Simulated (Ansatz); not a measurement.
# HgH3: the cost of one run

Computed with Ansatz 0.2.0 (DFT PBE, scalar-relativistic, plane waves, PAW, unless a step's input says otherwise).

1 further run of the same task is left out (it didn't finish).

## Step 1: The structure to begin with

Symmetry: P-6m2, No. 187, hexagonal system. The conventional cell has a = 2.839 Å, b = 2.839 Å, c = 6.117 Å, α = 90.00°, β = 90.00°, γ = 120.00°. Hg (site symmetry -6m2) has 6 Hg at 2.84 Å and 6 H at 3.19 Å as nearest neighbours. Around H (site symmetry mm2) lie 2 H at 1.29 Å.

Coordinates:

```cif
data_structure
_symmetry_space_group_name_H-M 'P-6m2'
_symmetry_Int_Tables_number 187
_cell_length_a 2.8395
_cell_length_b 2.8395
_cell_length_c 6.1170
_cell_angle_alpha 90.000
_cell_angle_beta 90.000
_cell_angle_gamma 120.000
_cell_volume 42.71
loop_
_atom_site_label
_atom_site_type_symbol
_atom_site_symmetry_multiplicity
_atom_site_Wyckoff_symbol
_atom_site_fract_x
_atom_site_fract_y
_atom_site_fract_z
_atom_site_occupancy
Hg1 Hg 1 a 0.00000 0.00000 0.00000 1
H1 H 3 k 0.81758 0.18242 0.50000 1
```

The cell was relaxed beforehand at this level, from a generated guess; it is a trial structure. At a tolerance of 0.05 Å it has space group P-6m2 (No. 187); it has 10.68 Å³/atom, an uncorrected energy of +0.71 eV/atom over the elements.

## Step 2: Bands, states and charges

input.yaml

```yaml
crystal:
  lattice:
    - [2.8394780777, 0.0, 0.0]
    - [-1.4197390389, 2.4590601488, 0.0]
    - [0.0, 0.0, 6.1170028798]
  atoms:
    - { symbol: Hg, position: [0.0, 0.0, 0.0] }
    - { symbol: H, position: [0.8175803335, 0.1824196665, 0.5] }
    - { symbol: H, position: [0.8175803335, 0.6351606669, 0.5] }
    - { symbol: H, position: [0.3648393331, 0.1824196665, 0.5] }
basis:
  ecutwfc: 420
kpoints:
  mp_grid: { grid: [18, 18, 8] }
  band_path:
    path:
      - [[0.0, 0.0, 0.0], [0.5, 0.0, 0.0], [0.33333333, 0.33333333, 0.0], [0.0, 0.0, 0.0], [0.0, 0.0, 0.5], [0.5, 0.0, 0.5], [0.33333333, 0.33333333, 0.5], [0.0, 0.0, 0.5]]
      - [[0.5, 0.0, 0.5], [0.5, 0.0, 0.0]]
      - [[0.33333333, 0.33333333, 0.5], [0.33333333, 0.33333333, 0.0]]
    npoints: 14
hamiltonian:
  xc: pbe
scf:
  occupations: { method: gaussian, width: 0.1 }
  n_extra_bands: 10
output:
  forces: true
  stress: true
  eigenvalues: true
  populations: true
  dos: { projected: true, de: 0.02, nscf_kmesh: { grid: [22, 22, 10] } }
  bader: true
  write_density: true
  write_potential: true
  elf: true
  volumetric_format: npy
```

Run with:

```bash
$ ansatz run input.yaml --threads 1 --pin off --max-ram 2560MiB --backend cpu --events-out ev --progress --plain --runs-dir out
```

Q: Estimate wall time and peak memory on 1 thread of Intel Xeon Platinum 8488C (Sapphire Rapids), shared host.

About 34 s, with a peak of 0.59 GiB.
